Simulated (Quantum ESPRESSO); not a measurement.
The system is Mo.

```
Mo
1.0
    -1.58381    1.58381    1.58381
     1.58381   -1.58381    1.58381
     1.58381    1.58381   -1.58381
Mo
1
Cartesian
  0.0000 0.0000 0.0000
```

```yaml
Program: Quantum ESPRESSO 7.5
Task: phonons and electron-phonon coupling
Functional: PBE
Potentials_or_basis: GBRV 1.5 PBE
Cutoff: 612 eV
Density_cutoff: 4898 eV
k_mesh: 12 × 12 × 12
Occupations: methfessel-paxton, width 0.272 eV
Spin: no spin polarisation
Mixing_beta: 0.5
Most_SCF_iterations: 120
SCF_threshold: 2e-10 Ry
q_mesh: 4 × 4 × 4
```

The cell and the atoms were relaxed first, to 15.73 Å³/atom (a = 2.734 Å, b = 2.734 Å, c = 2.734 Å, α = 109.47°, β = 109.47°, γ = 109.47°), and the response was taken there.

Levels for the coupling come from a 36 × 36 × 36 mesh; ten broadenings of the double delta from 0.07 to 0.68 eV; Tc from the McMillan formula in the Allen-Dynes form.

Task: How strong is the electron-phonon coupling, and what superconducting temperature follows?

Result: Over broadenings from 0.27 to 0.54 eV, λ lies between 0.46 and 0.46 and ω_log near 272 K, which gives Tc from 2.2 to 2.4 K at μ* = 0.10 and from 1.2 to 1.3 K at μ* = 0.13.

Electron-phonon coupling by broadening of the double delta (levels on a 36 × 36 × 36 mesh):
| broadening (eV) | λ | N(E_F) (states/eV a spin and cell) | ω_log (K) | Tc, μ* 0.10 (K) | Tc, μ* 0.13 (K) |
| --- | --- | --- | --- | --- | --- |
| 0.07 | 0.50 | 0.352 | 276 | 3.3 | 2.0 |
| 0.14 | 0.48 | 0.329 | 275 | 2.9 | 1.7 |
| 0.20 | 0.47 | 0.325 | 274 | 2.6 | 1.5 |
| 0.27 | 0.46 | 0.325 | 273 | 2.4 | 1.3 |
| 0.34 | 0.46 | 0.327 | 272 | 2.3 | 1.2 |
| 0.41 | 0.46 | 0.330 | 271 | 2.2 | 1.2 |
| 0.48 | 0.46 | 0.333 | 271 | 2.2 | 1.2 |
| 0.54 | 0.46 | 0.337 | 270 | 2.2 | 1.2 |
| 0.61 | 0.46 | 0.342 | 270 | 2.3 | 1.3 |
| 0.68 | 0.46 | 0.347 | 270 | 2.4 | 1.3 |

Coupling and linewidth of each mode at the computed q points (broadening 0.27 eV):
```
                    q         cm⁻¹  λ of the modes  linewidths (GHz)
   (0.00, 0.00, 0.25)  115 136 198  0.10 0.08 0.10            5 6 14
  (0.00, 0.00, -0.50)  155 202 267  0.69 0.06 0.10          63 10 28
   (0.00, 0.25, 0.25)  191 203 239  0.11 0.08 0.07          15 12 16
   (0.25, 0.25, 0.25)  214 214 214  0.19 0.19 0.19          32 32 32
  (0.25, 0.25, -0.25)  146 146 247  0.23 0.23 0.14          19 19 33
 (0.25, -0.50, -0.50)  180 229 238  0.41 0.18 0.16          50 35 34
(-0.50, -0.50, -0.50)  198 198 198  0.67 0.70 0.70        99 103 103
```

Phonon frequencies at the corners of the path (cm⁻¹, interpolated; i marks imaginary ones):
```csv
point,frequencies
Γ,0 0 0
H,198 198 198
N,155 202 267
P,214 214 214
```

The smallest broadenings aren't converged on these meshes, and μ* is assumed, not computed; spin fluctuations are left out.

Caveat: λ from interpolated matrix elements is rough: modes that symmetry makes equal can differ by tens of percent.
